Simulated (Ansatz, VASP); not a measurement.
**One calculation of SiNi3, two programs**

```
Si Ni
1.0
     3.46125    0.00000    0.00000
     0.00000    3.46125    0.00000
     0.00000    0.00000    3.46125
Si Ni
1 3
Cartesian
  0.0000 0.0000 0.0000
  0.0000 1.1306 1.7306
  1.7306 0.0000 1.7306
  1.7306 1.7306 0.0000
```

Alike in both runs: task single point; functional PBEsol; k mesh 14 × 14 × 14; occupations gaussian, width 0.15 eV; no spin polarisation.

|  | VASP | Ansatz |
| --- | --- | --- |
| version | VASP 6.6.1 | Ansatz 0.2.0 |
| potentials or method | VASP PAW PBE potentials, release 64 (Si, Ni) | scalar-relativistic, plane waves, PAW |
| plane-wave cutoff (eV) | 520 | 420 |
| valence electrons in the cell | 34 | 58 |

|  | VASP | Ansatz | Ansatz less VASP |
| --- | --- | --- | --- |
| gap on the k mesh at the Fermi level (eV) | none | none | - |
| pressure (GPa) | 25.7 | 25.6 | -0.17 |
| largest component of the traceless stress (GPa) | 8.14 | 8.56 | +0.424 |
| rms of the force components (eV/Å) | 2.511 | 2.520 | +0.0088 |

Atom by atom the forces differ by 0.022 eV/Å (rms over components). A gap of «none» marks a metal or a gap that the smearing closes. The two sets of potentials don't hold the same shells in valence.

Caveats: so large a pressure means that the cell lies far from this level's equilibrium, or that cutoff or potentials fall short (VASP); the potentials were made for another functional, which shifts forces and pressure (VASP). Spin polarisation is off, so any magnetic state and its effect on volume and gap are missing.
